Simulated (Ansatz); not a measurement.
System: PbTe (rock salt type), 2 atoms in the cell.

```
CELL_PARAMETERS angstrom
0.00000 3.28500 3.28500
3.28500 0.00000 3.28500
3.28500 3.28500 0.00000
ATOMIC_POSITIONS crystal
Pb 0.00000 0.00000 0.00000
Te 0.50000 0.50000 0.50000
```

Computed with PBE, plane waves, PAW datasets (generated hard set) in Ansatz.

Cutoff 700 eV; k-mesh 6×6×6 Γ-centred; Fermi–Dirac smearing of 0.02 eV; no spin polarisation; no spin–orbit coupling.

Task: How large is the gap on this mesh, is it direct, and where do the band edges lie (fractions of the reciprocal vectors of this cell)?

Result: 0.83 eV, direct at (0.000, 0.000, -0.500).

Task: List the levels near the gap at (0.000, 0.000, 0.000), (0.000, 0.000, 0.333), (0.000, 0.000, -0.500), (0.000, 0.167, 0.167), (0.000, 0.167, -0.333), in eV from the top of the valence band (v1 is the highest filled band, c1 the lowest empty one).

Result: 
| k | v4 | v3 | v2 | v1 | c1 | c2 | c3 |
| --- | --- | --- | --- | --- | --- | --- | --- |
| (0.000, 0.000, 0.000) | -5.71 | -1.16 | -1.16 | -1.16 | 4.03 | 4.03 | 4.03 |
| (0.000, 0.000, 0.333) | -7.57 | -0.89 | -0.89 | -0.34 | 1.52 | 1.95 | 1.95 |
| (0.000, 0.000, -0.500) | -8.33 | -0.73 | -0.73 | 0.00 | 0.83 | 1.40 | 1.40 |
| (0.000, 0.167, 0.167) | -6.37 | -1.56 | -1.56 | -0.26 | 1.81 | 4.15 | 4.15 |
| (0.000, 0.167, -0.333) | -7.90 | -2.39 | -0.86 | -0.46 | 1.51 | 1.74 | 3.91 |

A gap read on the mesh is an upper bound of this method's gap, since the mesh can miss a band edge. Spin–orbit coupling is left out; with heavy elements it can shift the gap and split levels by tenths of an eV. Semilocal functionals give gaps that mostly lie well below measured ones.
